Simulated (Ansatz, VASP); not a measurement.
## CdS in VASP and in Ansatz

```
Cd S
1.0
     4.17615    0.00000    0.00000
    -2.08807    3.61665    0.00000
     0.00000    0.00000    6.74900
Cd S
2 2
Direct
  0.33333 0.66667 0.00000
  0.66667 0.33333 0.50000
  0.33333 0.66667 0.38500
  0.66667 0.33333 0.88500
```

Change from the starting cell: equal xx and yy strain of +1 %.

Alike in both runs: task single point; functional PBEsol; k mesh 7 × 7 × 4; occupations fermi-dirac, width 0.01 eV; no spin polarisation.

|  | VASP | Ansatz |
| --- | --- | --- |
| version | VASP 6.6.1 | Ansatz 0.2.0 |
| potentials or method | VASP PAW PBE potentials, release 64 (Cd, S), cutoff 520 eV | all-electron LAPW, scalar-relativistic |

Ansatz gave:

```
gap on the k mesh at the Fermi level (eV)       : 1.05
pressure (GPa)                                  : -1.7
largest component of the traceless stress (GPa) : 0.63
rms of the force components (eV/Å)              : 0.103
```

What did VASP give for the same quantities?

gap on the k mesh at the Fermi level (eV): 1.06; pressure (GPa): -1.4; largest component of the traceless stress (GPa): 0.67; rms of the force components (eV/Å): 0.106.

Atom by atom the forces differ by 0.003 eV/Å (rms over components). Ansatz ran all-electron here, so the differences hold the error of VASP's frozen core and of both bases.

Caveats: the PAW data sets were made with another functional, which shifts forces and pressure a little (VASP).
